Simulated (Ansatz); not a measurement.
The following input was run with Ansatz 0.2.0.

```yaml
crystal:
  lattice:
    - [0.0, 2.257233525, 2.257233525]
    - [2.06026395, 0.111116775, 2.14611675]
    - [2.0385975, 2.1244503, 0.132783225]
  atoms:
    - { symbol: Li, position: [0.0869750038, 0.0, 0.0] }
    - { symbol: H, position: [0.4130249962, 0.5, 0.5] }
basis:
  ecutwfc: 420
kpoints:
  mp_grid: { grid: [10, 10, 10] }
hamiltonian:
  xc: pbesol
scf:
  occupations: { method: gaussian, width: 0.02 }
output:
  forces: true
  stress: true
  eigenvalues: true
```

Launched with
```bash
ansatz run input.yaml --threads 1 --pin off --max-ram 1331MiB --backend cpu --events-out ev --progress --plain --runs-dir out
```

The calculation used Ansatz, DFT PBEsol, scalar-relativistic, plane waves, PAW.

Part of what the program printed, abridged:

```
Pseudopotentials: kind: paw
Pseudopotential: Li, paw, valence charge 3, recommended cutoff 420 eV (normal)
Pseudopotential: H, paw, valence charge 1, recommended cutoff 420 eV (normal)
Functional definition: PBEsol
Crystal: 2 atoms, lattice volume = 18.626 Å³
Basis set: ecut = 420 eV, 351 PW (Γ), exchange–correlation on 48×40×40 points (8 copies of the dense FFT grid, shifted against one another)
Bands: 6, of which v1, the nominal top of the filled ones, is band 2 counted from 1 (1 counted from 0)
Symmetry: 2 space group operations
Space group: C2 (ITA 5), of the structure as read, at distance tolerance 2.7e-5 Å
k-points: 282 of 1000 (time reversal used)
Initial density: superposition of atomic densities (neutral atoms: chi_scale 0, normalization atom), corrected by the library's trained network
Initial wavefunctions: pseudopotential atomic-orbital guess
Functional: x = pbesol(κ = 0.804, μ = 0.12345679), c = pbesol(β = 0.046)
SCF iter   1: F=—  HF=-219.329690 eV  |F-HF|=—  |Δ(HF+E_count)|=         —  Δρ=7.70e-3  dr2=8.58e-3  ethr=1.77e-3  ⟨swp⟩=5.1  Hψ=13565  notcnv=0
SCF iter   2: F=—  HF=-219.326620 eV  |F-HF|=—  |Δ(HF+E_count)|=   3.07e-3  Δρ=2.55e-3  dr2=9.13e-4  ethr=2.14e-4  ⟨swp⟩=1.1  Hψ=3971  notcnv=0
SCF iter   3: F=—  HF=-219.326244 eV  |F-HF|=—  |Δ(HF+E_count)|=   3.76e-4  Δρ=1.21e-4  dr2=2.08e-6  ethr=2.28e-5  ⟨swp⟩=2.8  Hψ=2780  notcnv=0
SCF iter   4: F=—  HF=-219.326244 eV  |F-HF|=—  |Δ(HF+E_count)|=   3.57e-7  Δρ=2.14e-5  dr2=6.79e-8  ethr=5.20e-8  ⟨swp⟩=2.3  Hψ=2168  notcnv=0
SCF iter   5: F=-219.326244 eV  HF=-219.326244 eV  |F-HF|=3.07e-10  |Δ(HF+E_count)|=   2.41e-8  Δρ=3.28e-6  dr2=1.36e-9  ethr=1.70e-9  ⟨swp⟩=2.0  Hψ=1974  notcnv=0
SCF iter   6: F=-219.326244 eV  HF=-219.326244 eV  |F-HF|=5.37e-12  |Δ(HF+E_count)|=  1.06e-10  Δρ=2.74e-7  dr2=8.02e-12  ethr=3.41e-11  ⟨swp⟩=1.2  Hψ=4541  notcnv=0
SCF 1 converged in 6 iterations: F = -219.326244 eV  dr2 = 8.02e-12
SCF converged after 6 iterations
Free energy (F): -219.326244 eV
Harris-Foulkes:  -219.326244 eV  (|F-HF|=5.37e-12)
Internal energy: -219.326244 eV  (E = F + TS)
E sigma→0 (E₀):  -219.326244 eV
Fermi energy:    1.702520 eV
--- Per-component energies (eV) ---
  E_band       = -91.516917
  E_kinetic    = 35.227826
  E_local      = -133.033105  (includes V_loc(G=0)·N_el)
  E_nonlocal   = -31.739366
  E_hartree    = 37.834437
  E_xc         = -19.491723
  E_vxc        = -25.340722  (∫ρ·V_xc dr)
  E_paw        = -20.070514  (= ΣΔE_a)
  E_vpaw       = -12.299281  (= ΣTr[D̂ρ^β])
  E_aug_tail   = -0.001141  (compensation charges beyond the density's cutoff)
  E_ewald      = -88.052658
  E_smearing   =  0.000000  (= −TS)
--- Forces (eV/Å), atoms counted from 1 ---
  atom   1  Li     0.00000000    -0.33144059    -0.33144059
  atom   2  H      0.00000000     0.33144139     0.33144139
--- Stress (GPa, compression-positive) ---
       -5.806317       0.336122      -0.336122
        0.336122       1.037179      -4.322572
       -0.336122      -4.322572       1.037179
  P = ⅓ Tr σ = -1.2440 GPa (-12.440 kbar)
--- Band table (eV; the first three rows and the last of 282) ---
  k-point 0: bands = ["-43.7070", "-4.8679", "12.0035", "16.1651", "17.5770", "18.5261"]
  k-point 1: bands = ["-43.7035", "-4.6885", "11.6286", "15.7671", "15.8081", "17.9138"]
  k-point 2: bands = ["-43.6941", "-4.1626", "10.4454", "13.1391", "15.0352", "16.4403"]
  k-point 281: bands = ["-43.6723", "-1.3166", "3.9948", "8.4519", "11.7406", "15.8140"]
```

The run converged.